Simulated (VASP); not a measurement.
Input of a VASP 6.6.1 run:

File INCAR:

```
SYSTEM = Co
PREC = Accurate
ENCUT = 520
EDIFF = 1E-7
ISMEAR = 0
SIGMA = 0.05
LREAL = .False.
LASPH = .True.
NELM = 150
ALGO = Fast
ISIF = 2
LWAVE = .False.
LCHARG = .False.
ISPIN = 2
MAGMOM = 1.99 1.99
LORBIT = 11
LMAXMIX = 4
GGA = PE
NBANDS = 20
```

KPOINTS

```
regular mesh
0
Gamma
  1 1 16
  0 0 0
```

File POSCAR:

```
Co
1.0
   10.0000000000      0.0000000000      0.0000000000
    0.0000000000      9.3000000000      0.0000000000
    0.0000000000      0.0000000000      3.9417647638
Co
2
Direct
    0.4507279405      0.5000000000      0.0000000000
    0.5492720595      0.5000000000      0.5000000000
```

Potentials or basis: VASP PAW PBE potentials, release 64 (Co).

Command:

```console
$ cat potpaw_PBE.64/Co/POTCAR > POTCAR
$ mpirun -np 1 vasp_std > vasp.out
```

Question: What does it give for the largest force?

Answer: 0.211 eV/Å.

Question: What does it give for the net moment?

Answer: 4.12 μB per cell.

Forces on the atoms (eV/Å):
```
Co  -0.211  0.000  0.000
Co   0.211  0.000  0.000
```
